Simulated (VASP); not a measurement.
# WC in VASP: reference runs

Aim: a first look at WC with PBE, on the cell as given.

Program: VASP 6.6.1. These are calculated values, not measurements. Logs are shortened: lines on timing, memory, paths and dates and some standing lists are left out, and cuts for length are marked.

### Step 1. The cell of the first run

The cell holds a slab with vacuum, 8 atoms: a = 2.901 Å, b = 2.901 Å, c = 24.901 Å, α = 90.00°, β = 90.00°, γ = 120.00°.

### Step 2. Single point, PBE (the (0 0 1) slab of WC, cut from the database cell, not relaxed)

File INCAR:

```
SYSTEM = WC
ALGO = Normal
DIPOL = 0.5 0.5 0.500
EDIFF = 1E-7
ENCUT = 520
GGA = PE
IDIPOL = 3
ISIF = 2
ISMEAR = -1
LASPH = .TRUE.
LCHARG = .FALSE.
LDIPOL = .TRUE.
LREAL = .FALSE.
LWAVE = .FALSE.
NBANDS = 46
NELM = 60
PREC = Accurate
SIGMA = 0.05
```

File KPOINTS:

```
k-points
0
G
  11 11 1
  0 0 0
```

File POSCAR:

```
WC
1.0
    2.9005014360      0.0000000000      0.0000000000
   -1.4502507180      2.5119079273      0.0000000000
    0.0000000000      0.0000000000     24.9015000000
C W
4 4
Direct
    0.6666666667      0.3333333334      0.3011866755
    0.6666666667      0.3333333334      0.4147942895
    0.6666666667      0.3333333334      0.5284019035
    0.6666666667      0.3333333334      0.6420095175
    0.0000000000      0.0000000000      0.3579904825
    0.0000000000      0.0000000000      0.4715980965
    0.0000000000      0.0000000000      0.5852057105
    0.0000000000      0.0000000000      0.6988133245
```

Potentials or basis: VASP PAW PBE potentials, release 64 (C, W_sv).

Started as:

```
$ cat potpaw_PBE.64/C/POTCAR potpaw_PBE.64/W_sv/POTCAR > POTCAR
$ mpirun -np 1 vasp_std > vasp.out
```

OUTCAR:

```text
SYSTEM = WC
   EDIFF = 1E-7
   ENCUT = 520
   GGA = PE
   ISIF = 2
   ISMEAR = -1
   LASPH = .TRUE.
   LREAL = .FALSE.
   NELM = 60
   PREC = Accurate

 ion  position               nearest neighbor table
   1  0.667  0.333  0.301-   5 2.19   5 2.19   5 2.19
   2  0.667  0.333  0.415-   5 2.19   6 2.19   5 2.19   6 2.19   5 2.19   6 2.19
   3  0.667  0.333  0.528-   6 2.19   7 2.19   6 2.19   6 2.19   7 2.19   7 2.19
   4  0.667  0.333  0.642-   7 2.19   8 2.19   7 2.19   8 2.19   7 2.19   8 2.19
   5  0.000  0.000  0.358-   1 2.19   2 2.19   1 2.19   2 2.19   1 2.19   2 2.19   6 2.83
   6  0.000  0.000  0.472-   3 2.19   2 2.19   3 2.19   3 2.19   2 2.19   2 2.19   7 2.83   5 2.83

   7  0.000  0.000  0.585-   3 2.19   4 2.19   3 2.19   4 2.19   3 2.19   4 2.19   6 2.83   8 2.83

   8  0.000  0.000  0.699-   4 2.19   4 2.19   4 2.19   7 2.83

  LATTYP: Found a hexagonal cell.
 ALAT       =     2.9005014360
 C/A-ratio  =     8.5852396730

  Lattice vectors:

 A1 = (   2.9005014360,   0.0000000000,   0.0000000000)
 A2 = (  -1.4502507180,   2.5119079273,   0.0000000000)
 A3 = (   0.0000000000,   0.0000000000,  24.9015000000)

Analysis of symmetry for initial positions (statically):
=====================================================================
 Subroutine PRICEL returns:
 Original cell was already a primitive cell.

 Routine SETGRP: Setting up the symmetry group for a
 hexagonal supercell.

 Subroutine GETGRP returns: Found  6 space group operations
 (whereof  6 operations were pure point group operations)
 out of a pool of 24 trial point group operations.

The static configuration has the point symmetry C_3v.

Analysis of symmetry for dynamics (positions and initial velocities):
=====================================================================
 Subroutine PRICEL returns:
 Original cell was already a primitive cell.

 Routine SETGRP: Setting up the symmetry group for a
 hexagonal supercell.

 Subroutine GETGRP returns: Found  6 space group operations
 (whereof  6 operations were pure point group operations)
 out of a pool of 24 trial point group operations.

The dynamic configuration has the point symmetry C_3v.

 Subroutine INISYM returns: Found  6 space group operations
 (whereof  6 operations are pure point group operations),
 and found     1 'primitive' translations

----------------------------------------------------------------------------------------

                                     Primitive cell

  volume of cell :     181.4272

  direct lattice vectors                    reciprocal lattice vectors
     2.900501436  0.000000000  0.000000000     0.344767973  0.199051882  0.000000000
    -1.450250718  2.511907927  0.000000000     0.000000000  0.398103764  0.000000000
     0.000000000  0.000000000 24.901500000     0.000000000  0.000000000  0.040158223

  length of vectors
     2.900501436  2.900501436 24.901500000     0.398103764  0.398103764  0.040158223

  position of ions in fractional coordinates (direct lattice)
     0.666666667  0.333333333  0.301186675
     0.666666667  0.333333333  0.414794290
     0.666666667  0.333333333  0.528401903
     0.666666667  0.333333333  0.642009518
     0.000000000  0.000000000  0.357990482
     0.000000000  0.000000000  0.471598097
     0.000000000  0.000000000  0.585205710
     0.000000000  0.000000000  0.698813325

  ion indices of the primitive-cell ions
   primitive index   ion index
                 1           1
                 2           2
                 3           3
                 4           4
                 5           5
                 6           6
                 7           7
                 8           8

----------------------------------------------------------------------------------------

 KPOINTS: k-points

Automatic generation of k-mesh.
 Grid dimensions read from file:
 generate k-points for:   11   11    1

 Generating k-lattice:

  Cartesian coordinates                     Fractional coordinates (reciprocal lattice)
     0.031342543  0.018095626  0.000000000     0.090909091 -0.000000000  0.000000000
     0.000000000  0.036191251  0.000000000     0.000000000  0.090909091  0.000000000
     0.000000000  0.000000000  0.040158223     0.000000000  0.000000000  1.000000000

  Length of vectors
     0.036191251  0.036191251  0.040158223

  Shift w.r.t. Gamma in fractional coordinates (k-lattice)
     0.000000000  0.000000000  0.000000000

 Subroutine IBZKPT returns following result:
 ===========================================

 Found     16 irreducible k-points:

 Following reciprocal coordinates:
            Coordinates               Weight
  0.000000  0.000000  0.000000      1.000000
  0.090909  0.000000  0.000000      6.000000
  0.181818  0.000000  0.000000      6.000000
  0.272727  0.000000  0.000000      6.000000
  0.363636  0.000000  0.000000      6.000000
  0.454545  0.000000  0.000000      6.000000
[... 8 lines left out ...]
  0.272727  0.272727  0.000000      6.000000
  0.363636  0.272727  0.000000      6.000000
   k-points           NKPTS =     16   k-points in BZ     NKDIM =     16   number of bands    NBANDS=     46
   number of dos      NEDOS =    301   number of ions     NIONS =      8
   total plane-waves  NPLWV = 110592
   dimension x,y,z NGX =    24 NGY =   24 NGZ =  192
   dimension x,y,z NGXF=    48 NGYF=   48 NGZF=  384
   ions per type =               4   4
   NGX,Y,Z   is equivalent  to a cutoff of  13.76, 13.76, 12.82 a.u.
   NGXF,Y,Z  is equivalent  to a cutoff of  27.51, 27.51, 25.64 a.u.
 SYSTEM =  WC
   PREC   = accura    normal or accurate (medium, high low for compatibility)
   ISTART =      0    job   : 0-new  1-cont  2-samecut
   ICHARG =      2    charge: 1-file 2-atom 10-const
   ISPIN  =      1    spin polarized calculation?
   LNONCOLLINEAR =      F non collinear calculations
   LSORBIT =      F    spin-orbit coupling
   LASPH  =      T    aspherical Exc in radial PAW
   ENCUT  =  520.0 eV  38.22 Ry    6.18 a.u.   5.39  5.39 46.30*2*pi/ulx,y,z
   NELM   =     60;   NELMIN=  2; NELMDL= -5     # of ELM steps
   EDIFF  = 0.1E-06   stopping-criterion for ELM
   LREAL  =      F    real-space projection
   EDIFFG = 0.1E-05   stopping-criterion for IOM
   NSW    =      0    number of steps for IOM
   IBRION =     -1    ionic relax: 0-MD 1-quasi-New 2-CG
   NFREE  =      0    steps in history (QN), initial steepest desc. (CG)
   ISIF   =      2    stress and relaxation
   ISYM   =      2    0-nonsym 1-usesym 2-fastsym
   POTIM  = 0.5000    time-step for ionic-motion
   TEBEG  =    0.0;   TEEND  =   0.0 temperature during run
   PSTRESS=    0.0 pullay stress
   NELECT =      72.0000    total number of electrons
   NUPDOWN=      -1.0000    fix difference up-down
   EMIN   =  10.00;   EMAX   =-10.00  energy-range for DOS
   EFERMI =   0.00;   METHOD = LEGACY
   ISMEAR =    -1;   SIGMA  =   0.05  broadening in eV -4-tet -1-fermi 0-gaus
   EFERMI_NEDOS =   21; number of points for ismear=-14 and -15
   IALGO  =     38    algorithm
   IMIX   =      4    mixing-type and parameters
     AMIX     =   0.40;   BMIX     =  1.00
     AMIX_MAG =   1.60;   BMIX_MAG =  1.00
  volume/ion in A,a.u.               =      22.68       153.04
  Fermi-wavevector in a.u.,A,eV,Ry     =   1.203053  2.273441 19.692221  1.447337
  Thomas-Fermi vector in A             =   2.338818
   LORBIT       =      0    0 simple, 1 ext, 2 COOP (PROOUT), +10 PAW based schemes
   GGA     = PE    functional components
   LHFCALC =     F    Hartree Fock is set to
   AEXX    =    0.0000 exact exchange contribution
   IVDW    =     0    specifies the selected vdW correction
   LEPSILON=     F    determine dielectric tensor
   LRPA    =     F    only Hartree local field effects (RPA)
 non-spin polarized calculation
  energy-cutoff  :      520.00
  volume of cell :      181.43
 maximum number of plane-waves:      4965
 NGX is ok and might be reduce to    24
   NGX = 11   NGY = 11   NGZ = 93

 dipolmoment           0.000000      0.000000      0.012412 electrons x Angstroem

 number of electron      71.9999997 magnetization

 dipolmoment           0.000000      0.000000     -0.053362 electrons x Angstroem

 Free energy of the ion-electron system (eV)
  ---------------------------------------------------
  ext. energy  EPLUGINS =         0.00000000
  ---------------------------------------------------
  free energy    TOTEN  =       -84.52942880 eV

  energy without entropy =      -84.51294091  energy(sigma->0) =      -84.52118485

 E-fermi :   2.1213     XC(G=0):  -7.1802

 val. band max:        2.0914415756   @ k =   0.3636   0.2727   0.0000
 cond. band min:       2.1504716621   @ k =   0.4545   0.0000   0.0000
 fundamental gap:      0.0590300865
 Fermi energy:         2.1212982294

 k-point     1 :       0.0000    0.0000    0.0000
  band No.  band energies     occupation
      1     -72.0924      2.00000
      2     -72.0284      2.00000
      3     -71.8428      2.00000
      4     -71.6429      2.00000
      5     -36.7160      2.00000
      6     -36.3999      2.00000
[... 38 lines left out ...]
     45       5.1255      0.00000
     46       6.7494      0.00000

 k-point     2 :       0.0909    0.0000    0.0000
  band No.  band energies     occupation
      1     -72.0877      2.00000
      2     -72.0240      2.00000
      3     -71.8381      2.00000
      4     -71.6382      2.00000
      5     -36.7036      2.00000
      6     -36.3893      2.00000
[... 38 lines left out ...]
     45       5.7062      0.00000
     46       6.8629      0.00000

 k-point     3 :       0.1818    0.0000    0.0000
  band No.  band energies     occupation
      1     -72.0750      2.00000
      2     -72.0120      2.00000
      3     -71.8255      2.00000
      4     -71.6255      2.00000
      5     -36.6703      2.00000
      6     -36.3611      2.00000
[... 626 lines left out ...]
     45       7.0862      0.00000
     46       7.7492      0.00000

 k-point    16 :       0.3636    0.2727    0.0000
  band No.  band energies     occupation
      1     -72.0261      2.00000
      2     -71.9658      2.00000
      3     -71.7766      2.00000
      4     -71.5764      2.00000
      5     -36.6019      2.00000
      6     -36.5394      2.00000
[... 38 lines left out ...]
     45       7.2101      0.00000
     46       8.0489      0.00000

------------------------ aborting loop because EDIFF is reached ----------------------------------------

 vacuum level on the upper side and lower side of the slab       (xc-potential included)        -0.782         0.525

  FORCE on cell =-STRESS in cart. coord.  units (eV):
  Direction    XX          YY          ZZ          XY          YZ          ZX
  --------------------------------------------------------------------------------------
  -------------------------------------------------------------------------------------
  Total        1.2072628      1.2072628     -2.7493210      0.0000000     -0.0000000      0.0000000
  in kB       10.6612978     10.6612978    -24.2791633      0.0000000     -0.0000000      0.0000000
  external PRESSURE =      -0.9855226 kB  Pullay stress =       0.0000000 kB

 VOLUME and BASIS-vectors are now :
 -----------------------------------------------------------------------------
  energy-cutoff  :      520.00
  volume of cell :      181.43
      direct lattice vectors                 reciprocal lattice vectors
     2.900501436  0.000000000  0.000000000     0.344767973  0.199051882  0.000000000
    -1.450250718  2.511907927  0.000000000     0.000000000  0.398103764  0.000000000
     0.000000000  0.000000000 24.901500000     0.000000000  0.000000000  0.040158223

 POSITION                                       TOTAL-FORCE (eV/Angst)
 -----------------------------------------------------------------------------------
      1.45025      0.83730      7.50000        -0.000000      0.000000      4.550149
      1.45025      0.83730     10.32900        -0.000000     -0.000000      0.983898
      1.45025      0.83730     13.15800         0.000000     -0.000000      0.243311
      1.45025      0.83730     15.98700         0.000000     -0.000000      0.873132
      0.00000      0.00000      8.91450        -0.000000      0.000000     -5.889696
      0.00000      0.00000     11.74350        -0.000000      0.000000     -0.366013
      0.00000      0.00000     14.57250        -0.000000      0.000000      0.166322
      0.00000      0.00000     17.40150         0.000000      0.000000     -0.561104
 -----------------------------------------------------------------------------------
    total drift:                               -0.000000     -0.000000     -0.000087

  FREE ENERGIE OF THE ION-ELECTRON SYSTEM (eV)
  ---------------------------------------------------
  free  energy   TOTEN  =       -84.5294287973 eV

  energy  without entropy=      -84.5129409093  energy(sigma->0) =      -84.52118485

 vacuum level on the upper side and lower side of the slab         6.915         8.251
```

Run time: 19 min. Hardware: 1 thread of AMD EPYC, shared host; peak memory 0.34 GiB.

Results:

* Free energy: -84.5294 eV
* Largest force: 5.890 eV/Å
* Band gap on the k mesh: none (metal or under the smearing width)

Forces in eV/Å, atoms in the order of the input:
```
C    0.000  0.000  4.550
C    0.000  0.000  0.984
C    0.000  0.000  0.243
C    0.000  0.000  0.873
W    0.000  0.000 -5.890
W    0.000  0.000 -0.366
W    0.000  0.000  0.166
W    0.000  0.000 -0.561
```

The run has no spin-orbit coupling, so splittings on W are missing.
